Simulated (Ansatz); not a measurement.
**Hf3N4: ¹⁴N nuclear quadrupole resonance**

Cell: a Materials Project structure (computed, not necessarily an observed phase).

Space group I-43d (No. 220); a = 6.7151 Å.

```csv
site,Wyckoff,site symmetry,x,y,z
Hf,12b,-4..,0.7500,0.3750,0.5000
N,16c,.3.,0.0668,0.5668,0.9332
```

One atom of each set is listed; the run and its k-mesh use a cell of 14 atoms with edges of 5.82, 5.82, 5.82 Å.

All values are calculated (Ansatz; DFT, PBE, plane waves and PAW, scalar-relativistic, 420 eV cutoff, Γ-centred 6×6×6 k-points, Fermi–Dirac smearing 0.02 eV), not measured.

¹⁴N: I = 1, Q = 20.44 mb (year-2017 value). Static lattice, zero field.

Q: The simulated lines lie at 0.307 MHz. What are |C_Q|, η and |V_zz| at N?

A: For I = 1 the lines are ν± = (3/4)|C_Q|(1 ± η/3) and ν₀ = |C_Q|η/2. Here |C_Q| = 0.409 MHz, η = 0.00 and |V_zz| = 0.83 × 10²¹ V/m². The calculation gives V_zz positive; the lines don't show the sign. The site has 6 Hf at 2.21–2.45 Å.

An axis of threefold or higher order runs through N, so V_zz lies along it and η is zero.

Without spin–orbit coupling the gradients at and beside Hf can be off by some per cent, at some sites by more.
